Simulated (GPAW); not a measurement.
# InP (F-43m) in GPAW: notebook, part 2 of 2

GPAW 26.7.0. Earlier steps stand in the parts before.

**4. Relaxation of cell and atoms, BLYP+D3(BJ)**

Input file run.py:

```python
from ase import Atoms
from ase.calculators.mixing import SumCalculator
from ase.filters import FrechetCellFilter
from ase.io import write
from ase.optimize import BFGS
from dftd3.ase import DFTD3
from gpaw import GPAW, PW, setup_paths

setup_paths.insert(0, '.')

atoms = Atoms(['In', 'P'],
              cell=[[0.0, 2.9305, 2.9305],
                    [2.9305, 0.0, 2.9305],
                    [2.9305, 2.9305, 0.0]],
              scaled_positions=[[0.0, 0.0, 0.0],
                                [0.75, 0.75, 0.75]],
              pbc=True)

calc = GPAW(mode=PW(600),
            xc='BLYP',
            kpts={'size': (8, 8, 8), 'gamma': True},
            occupations={'name': 'fermi-dirac', 'width': 0.05},
            nbands=18,
            convergence={'density': 1e-05, 'forces': 0.0001},
            eigensolver='davidson',
            maxiter=150,
            txt='gpaw.txt')
atoms.calc = SumCalculator([calc, DFTD3(method='blyp', damping='d3bj')])
opt = BFGS(FrechetCellFilter(atoms), trajectory='relax.traj', logfile='-')
done = opt.run(fmax=0.02, steps=40)
calc.write('gs.gpw')
write('result.traj', atoms)
print('Converged:', done)
print('Cell:', atoms.cell.cellpar().round(4))
print('Volume:', round(atoms.get_volume(), 4))
print(atoms.get_scaled_positions().round(5))
```

Potentials or basis: PAW data sets generated in the run's folder for this functional, pw.

Launch:

```bash
gpaw-setup -f BLYP In P
OMP_NUM_THREADS=1 python run.py
```

gpaw.txt:

```text
__  _  _
 | _ |_)|_||  |
 |__||  | ||/\| - 26.7.0

Input parameters:
  mode=PW(ecut=600.0),
  convergence={'density': 1e-05, 'forces': 0.0001},
  eigensolver=Davidson(niter=2),
  kpts=MonkhorstPack(size=(8, 8, 8), gamma=True),
  maxiter=150,
  nbands=18,
  occupations=Occupations(name='fermi-dirac', width=0.05),
  xc=XC(name='BLYP')

Diagonalizing LCAO Hamiltonian
Converting LCAO to pw mode

                     P

       In

Atoms  # Å, Bohr magnetons
|   | symbol |        x |        y |        z |    initial magnetic moments |
|---|--------|----------|----------|----------|-----------------------------|
| 0 |     In | 0.000000 | 0.000000 | 0.000000 | ( 0.0000,  0.0000,  0.0000) |
| 1 |      P | 4.395750 | 4.395750 | 4.395750 | ( 0.0000,  0.0000,  0.0000) |

Unit cell  # Å
| periodic |        x |        y |        z |  lengths |    angles |
|----------|----------|----------|----------|----------|-----------|
|      yes | 0.000000 | 2.930500 | 2.930500 | 4.144353 | 60.000000 |
|      yes | 2.930500 | 0.000000 | 2.930500 | 4.144353 | 60.000000 |
|      yes | 2.930500 | 2.930500 | 0.000000 | 4.144353 | 60.000000 |

Number of symmetries: 24
Symmetry operations  # r_c * U_cc + t_c -> r_c
|    | kind |            matrix            |
|----|------|------------------------------|
|  0 |  E   |  1, 0, 0,  0, 1, 0,  0, 0, 1 |
|  1 |  σ   |  1, 0, 0,  0, 0, 1,  0, 1, 0 |
|  2 |  σ   |  1, 0,-1,  0, 1,-1,  0, 0,-1 |
|  3 |  C3  |  1, 0,-1,  0, 0,-1,  0, 1,-1 |
|  4 |  C3  |  1,-1, 0,  0,-1, 1,  0,-1, 0 |
|  5 |  σ   |  1,-1, 0,  0,-1, 0,  0,-1, 1 |
|  6 |  σ   |  0, 1, 0,  1, 0, 0,  0, 0, 1 |
|  7 |  C3  |  0, 1, 0,  0, 0, 1,  1, 0, 0 |
|  8 |  C2  |  0, 1,-1,  1, 0,-1,  0, 0,-1 |
[... 149 lines left out ...]
SCF iterations
|iter     | |      energy | eigst |  dens |force |
|---------|-|-------------|-------|-------|------|
|iter:   1| |   -7.639287 | -0.22 |       |      |
|iter:   2| |   -7.551699 | -1.93 | -1.09 |      |
|iter:   3| |   -7.229181 | -1.70 | -1.13 |      |
|iter:   4| |   -7.227771 | -3.13 | -1.75 |      |
|iter:   5| |   -7.228109c| -3.82 | -2.19 |      |
|iter:   6| |   -7.228193c| -4.52 | -2.91 |      |
|iter:   7| |   -7.228203c| -5.40 | -3.53 |      |
|iter:   8| |   -7.228204c| -6.17 | -4.36 |      |
[... 90 lines left out ...]
|  5 |  σ   |  1,-1, 0,  0,-1, 0,  0,-1, 1 |
|  6 |  σ   |  0, 1, 0,  1, 0, 0,  0, 0, 1 |
|  7 |  C3  |  0, 1, 0,  0, 0, 1,  1, 0, 0 |
|  8 |  C2  |  0, 1,-1,  1, 0,-1,  0, 0,-1 |
[... 149 lines left out ...]
SCF iterations
|iter     | |      energy | eigst |  dens |force |
|---------|-|-------------|-------|-------|------|
|iter:   1| |   -7.237178 |       |       |      |
|iter:   2| |   -7.237066 | -5.23 | -2.60 |      |
|iter:   3| |   -7.236512c| -4.52 | -2.63 |      |
|iter:   4| |   -7.236502c| -5.93 | -3.40 |      |
|iter:   5| |   -7.236507c| -5.81 | -3.67 |      |
|iter:   6| |   -7.236508c| -6.61 | -4.34 |      |
|iter:   7| |   -7.236508c| -7.54c| -5.11c|      |
|iter:   8| |   -7.236508c| -8.43c| -5.43c|-15.85c|
[... 46 lines left out ...]
Stress tensor  # eV/Ang^3
|         x |         y |         z |
|-----------|-----------|-----------|
| -0.037969 |  0.000000 | -0.000000 |
|  0.000000 | -0.037969 |  0.000000 |
| -0.000000 |  0.000000 | -0.037969 |

Forces  # eV/Ang
|       x |        y |       z |
|---------|----------|---------|
| 0.00000 |  0.00000 | 0.00000 |  # In   0
| 0.00000 | -0.00000 | 0.00000 |  # P    1

Interpolating wave functions to new cell

                     P

       In

Atoms  # Å, Bohr magnetons
|   | symbol |        x |         y |         z |    initial magnetic moments |
|---|--------|----------|-----------|-----------|-----------------------------|
| 0 |     In | 0.000000 | -0.000000 | -0.000000 | ( 0.0000,  0.0000,  0.0000) |
| 1 |      P | 4.423240 |  4.423240 |  4.423240 | ( 0.0000,  0.0000,  0.0000) |

Unit cell  # Å
| periodic |        x |         y |        z |  lengths |    angles |
|----------|----------|-----------|----------|----------|-----------|
|      yes | 0.000000 |  2.948826 | 2.948826 | 4.170270 | 60.000000 |
|      yes | 2.948826 | -0.000000 | 2.948826 | 4.170270 | 60.000000 |
|      yes | 2.948826 |  2.948826 | 0.000000 | 4.170270 | 60.000000 |

Number of symmetries: 24
Symmetry operations  # r_c * U_cc + t_c -> r_c
|    | kind |            matrix            |
|----|------|------------------------------|
|  0 |  E   |  1, 0, 0,  0, 1, 0,  0, 0, 1 |
|  1 |  σ   |  1, 0, 0,  0, 0, 1,  0, 1, 0 |
|  2 |  σ   |  1, 0,-1,  0, 1,-1,  0, 0,-1 |
|  3 |  C3  |  1, 0,-1,  0, 0,-1,  0, 1,-1 |
|  4 |  C3  |  1,-1, 0,  0,-1, 1,  0,-1, 0 |
|  5 |  σ   |  1,-1, 0,  0,-1, 0,  0,-1, 1 |
|  6 |  σ   |  0, 1, 0,  1, 0, 0,  0, 0, 1 |
|  7 |  C3  |  0, 1, 0,  0, 0, 1,  1, 0, 0 |
|  8 |  C2  |  0, 1,-1,  1, 0,-1,  0, 0,-1 |
[... 149 lines left out ...]
SCF iterations
|iter     | |      energy | eigst |  dens |force |
|---------|-|-------------|-------|-------|------|
|iter:   1| |   -7.270206 |       |       |      |
|iter:   2| |   -7.268859 | -4.28 | -2.06 |      |
|iter:   3| |   -7.262208c| -3.45 | -2.09 |      |
|iter:   4| |   -7.262116c| -4.86 | -2.87 |      |
|iter:   5| |   -7.262171c| -4.73 | -3.13 |      |
|iter:   6| |   -7.262177c| -5.60 | -3.86 |      |
|iter:   7| |   -7.262177c| -6.49 | -4.59 |      |
|iter:   8| |   -7.262177c| -7.37 | -4.89 |      |
|iter:   9| |   -7.262177c| -8.31c| -5.35c|      |
|iter:  10| |   -7.262177c| -9.11c| -6.17c|-15.91c|
[... 46 lines left out ...]
Stress tensor  # eV/Ang^3
|         x |         y |         z |
|-----------|-----------|-----------|
| -0.031170 |  0.000000 | -0.000000 |
|  0.000000 | -0.031170 | -0.000000 |
| -0.000000 | -0.000000 | -0.031170 |

Forces  # eV/Ang
|        x |       y |        z |
|----------|---------|----------|
| -0.00000 | 0.00000 | -0.00000 |  # In   0
|  0.00000 | 0.00000 |  0.00000 |  # P    1

# Writing to gs.gpw (mode='')
```

Run time: 45 s. Hardware: 1 thread of Arm Neoverse V1, shared host; peak memory 0.2 GiB.

Results:

```yaml
Free_energy: -8.6625 eV
Relaxed_volume: 25.64 Å³/atom
Relaxed_cell: a = 4.170 Å, b = 4.170 Å, c = 4.170 Å, α = 60.00°, β = 60.00°, γ = 60.00°
Space_group_after_relaxing_to_0.05_Å: F-43m (No. 216)
Energy_gained_by_relaxing: 1.9 meV/atom
Ionic_steps: 3
Pressure_after_relaxing: 0.0 GPa
Band_gap_on_the_k_mesh: 0.49 eV, direct
Dispersion_energy_per_atom: -0.700 eV
```

The path:
| step | energy change (eV) | largest force (eV/Å) | pressure (GPa) | volume (Å³) |
| --- | --- | --- | --- | --- |
| 1 | 0.0000 | 0.0000 | 1.25 | 50.33 |
| 2 | -0.0015 | 0.0000 | 0.96 | 50.54 |
| 3 | -0.0039 | 0.0000 | 0.02 | 51.28 |

Final structure:
```
In P
1.0
     0.00000    2.94883    2.94883
     2.94883    0.00000    2.94883
     2.94883    2.94883    0.00000
In P
1 1
Direct
  0.00000 0.00000 0.00000
  0.75000 0.75000 0.75000
```

Caveat: later steps reuse the first step's grids; spin-orbit coupling is left out, which moves the levels of the heavy elements. Zero-point motion and thermal expansion aren't in these numbers.

**5. Overview**

```csv
level,potentials or basis,cell,optimizer,fmax,max steps,target pressure,eigensolver,gap on the mesh (eV),pressure (GPa),relaxed volume (Å³/atom)
revPBE+D3(BJ),"the program's PAW data sets (release 1.2.1) made for this functional, pw",relaxed to -2 GPa,FIRE,0.01 eV/Å,100,-2 GPa,-,0.62,-2.1,-
revPBE+D4,"the program's PAW data sets (release 1.2.1) made for this functional, pw",relaxed,FIRE,0.01 eV/Å,60,-,-,0.77,-0.1,25.36
BLYP+D3(BJ),"PAW data sets generated in the run's folder for this functional, pw",relaxed,BFGS,0.02 eV/Å,40,-,davidson,0.49,0.0,25.64
```

Alike in all rows: task relaxation of cell and atoms; no spin polarisation; k mesh 8 × 8 × 8; cutoff (eV) 600; smearing fermi-dirac 0.05 eV.

Caveats: later steps reuse the first step's grids; spin-orbit coupling is left out, which moves the levels of the heavy elements.

Total energies depend on the potentials used, so only differences within one code and one set of settings carry meaning.
